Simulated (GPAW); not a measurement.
Runs of GPAW 26.7.0 on Te2Mo. It takes space group P6_3/mmc (No. 194, hexagonal). Conventional cell: a = 3.518 Å, b = 3.518 Å, c = 13.974 Å, α = 90.00°, β = 90.00°, γ = 120.00°. Around Te (site symmetry 3m) lie 3 Mo at 2.72 Å. Mo (site symmetry -6m2) is surrounded by 6 Te at 2.72 Å. 

```tsv
task	level	potentials or basis	k mesh	smearing	band path	band points	gap on the mesh (eV)	pressure (GPa)	largest force (eV/Å)
single point	TB-mBJ	GPAW PAW data sets for LDA (gpaw-data 1.2.1), pw	6 × 6 × 2	fermi-dirac 0.05 eV	-	-	(a)	-	-
band structure	r2SCAN	GPAW PAW data sets (gpaw-data 1.2.1), pw	6 × 6 × 2	fermi-dirac 0.05 eV	GMKGALHA,LM,KH	100	0.93	1.8	0.13
single point	PBE	GPAW PAW data sets (gpaw-data 1.2.1), pw	9 × 9 × 2	gaussian 0.013 eV	-	-	0.77	2.3	0.10
single point	PBE	GPAW PAW data sets (gpaw-data 1.2.1), pw	9 × 9 × 2	gaussian 0.015 eV	-	-	0.77	2.3	0.10
```

Alike in all rows: no spin polarisation; cell as given; cutoff (eV) 600.

Problem. Fill in the values left out.

Solution. (a) 0.92.

Caveats: spin-orbit coupling is left out, which moves the levels of the heavy elements; the PAW data sets were made with another functional, which shifts forces and pressure a little (some runs); an odd mesh through Γ misses points on the zone boundary, where band edges often lie (some runs); this functional lacks dispersion, which binds the layers, so the pressure and a relaxed spacing across them are unreliable (some runs); a model potential gives levels but no total energy (some runs); the mesh misses the band edges, which the band path finds closer together (some runs).

A k mesh can miss the band edges, and the runs leave out spin-orbit coupling on Mo, Te.
